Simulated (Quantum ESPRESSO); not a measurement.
A run of Quantum ESPRESSO 7.5 is set up as follows.

Contents of pw.in:

```
&CONTROL
  calculation = 'scf'
  prefix = 'pwscf'
  outdir = './tmp'
  pseudo_dir = './pseudo'
  tprnfor = .true.
  tstress = .true.
  disk_io = 'nowf'
/
&SYSTEM
  ibrav = 0
  nat = 1
  ntyp = 1
  ecutwfc = 60
  nbnd = 15
  occupations = 'smearing'
  smearing = 'fd'
  degauss = 0.00367493
/
&ELECTRONS
  conv_thr = 2d-10
  electron_maxstep = 120
  mixing_beta = 0.5
/
ATOMIC_SPECIES
Rh   102.9055 Rh_ONCV_PBE-1.0.oncvpsp.upf
CELL_PARAMETERS angstrom
  -0.0393340000    1.8830950000    1.9624630000
   1.9019270000    0.0328110000    1.8903180000
   1.9246520000    1.8336750000    0.0100860000
ATOMIC_POSITIONS crystal
Rh     0.0047670000    0.0035010000   -0.0058200000
K_POINTS automatic
12 12 12 0 0 0
```

Potentials or basis: SSSP 1.3 efficiency PBE.

Run with:

```sh
$ OMP_NUM_THREADS=1 pw.x -in pw.in > pw.out
```

Predict the band gap on the k mesh.

none (metal or under the smearing width).

Predict the pressure.

8.1 GPa.

Stress tensor (GPa, compression positive):
```
 3.22  2.02  5.47
 2.02 15.09 -9.97
 5.47 -9.97  5.96
```
